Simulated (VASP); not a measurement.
A run of VASP 6.6.1 is set up as follows.

File INCAR:

```
PREC = Accurate
ENCUT = 520
EDIFF = 1E-6
ISMEAR = 0
SIGMA = 0.5
LREAL = F
LASPH = T
NELM = 60
ALGO = Normal
ISIF = 2
LWAVE = F
LCHARG = T
GGA = PS
LELF = T
LVHAR = T
```

Contents of KPOINTS:

```
Automatic mesh
0
Gamma
  6 6 6
```

POSCAR

```
BaZrO3
1.0
    4.1893600000      0.0000000000      0.0000000000
    0.0000000000      4.1893600000      0.0000000000
    0.0000000000      0.0000000000      4.1893600000
Ba Zr O
1 1 3
Direct
    0.0000000000      0.0000000000      0.0000000000
    0.5000000000      0.5000000000      0.5000000000
    0.5000000000      0.0000000000      0.5000000000
    0.5000000000      0.5000000000      0.0000000000
    0.0000000000      0.5000000000      0.5000000000
```

Potentials or basis: VASP PAW PBE potentials, release 64 (Ba_sv, Zr_sv, O).

Run with:

```bash
$ cat potpaw_PBE.64/Ba_sv/POTCAR potpaw_PBE.64/Zr_sv/POTCAR potpaw_PBE.64/O/POTCAR > POTCAR
$ mpirun -np 1 vasp_std > vasp.out
```

Problem. Predict the pressure.

Solution. 0.1 GPa.

Problem. What does it give for the band gap on the k mesh?

Solution. 3.11 eV, indirect (least direct gap 3.33 eV).

Caveat: the PAW data sets were made with another functional, which shifts forces and pressure a little; spin-orbit coupling is left out, which moves the levels of the heavy elements. A k mesh can miss the band edges.
